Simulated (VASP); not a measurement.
Runs of VASP 6.6.1 on Ta. The structure is cubic, space group Fm-3m (No. 225). The conventional cell has a = 4.177 Å, b = 4.177 Å, c = 4.177 Å, α = 90.00°, β = 90.00°, γ = 90.00°. Around Ta (site symmetry m-3m) lie 12 Ta at 2.95 Å. This isn't the form of Ta at room conditions, which is bcc.

```tsv
level	k mesh	cutoff (eV)	smearing	gap on the mesh (eV)	pressure (GPa)
PBEsol	18 × 18 × 18	900	gaussian 0.1 eV	none	0.0
PBEsol	18 × 18 × 18	520	gaussian 0.5 eV	none	(a)
PBEsol	18 × 18 × 18	700	gaussian 0.1 eV	none	0.0
PBEsol	26 × 26 × 26	520	gaussian 0.1 eV	none	0.0
r2SCAN	18 × 18 × 18	520	gaussian 0.1 eV	none	5.1
```

Alike in all rows: task single point; potentials or basis VASP PAW PBE potentials, release 64 (Ta_pv); no spin polarisation; cell as given.

Task: Estimate the missing entries.

Result: (a) 0.6.

Caveats: the PAW data sets were made with another functional, which shifts forces and pressure a little.

A k mesh can miss the band edges, and the runs leave out spin-orbit coupling on Ta.

A gap of «none» marks a metal or a gap under the smearing width.

Not every run made on this cell is shown here.
